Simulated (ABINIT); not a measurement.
## Ni in ABINIT: the effect of potentials

Ni:

```
Ni
1.0
     0.00000    1.73757    1.73757
     1.73757    0.00000    1.73757
     1.73757    1.73757    0.00000
Ni
1
Direct
  0.00000 0.00000 0.00000
```

Alike in all runs:

| Item | Value |
| --- | --- |
| Program | ABINIT 10.8.3 (patched build) |
| Task | equation of state |
| Functional | PBE |
| k mesh | 8 × 8 × 8 |
| Occupations | fermi-dirac, width 0.05 eV |
| Spin | collinear spin, ferromagnetic start |
| Starting moments | [1.0] μB |

Task: One run gave: B0 197 GPa. Which potentials did it use?
A. PseudoDojo NC SR PBE v0.4.1 standard
B. PseudoDojo NC SR PBE v0.5 standard
C. SG15 NC PBE v1.2
D. PseudoDojo NC SR PBE v0.4 stringent
E. PseudoDojo NC SR PBE v0.5 stringent

Result: C.

| potentials | cutoff | B0 (GPa) |
| --- | --- | --- |
| PseudoDojo NC SR PBE v0.4.1 standard | 1333 eV | 199 |
| PseudoDojo NC SR PBE v0.4 stringent | 1415 eV | 200 |
| PseudoDojo NC SR PBE v0.5 standard | 1333 eV | 199 |
| PseudoDojo NC SR PBE v0.5 stringent | 1415 eV | 200 |
| SG15 NC PBE v1.2 | 952 eV | 197 |

Caveats: all runs use coarse meshes; pressures at fixed basis lie under the slope of the energies.
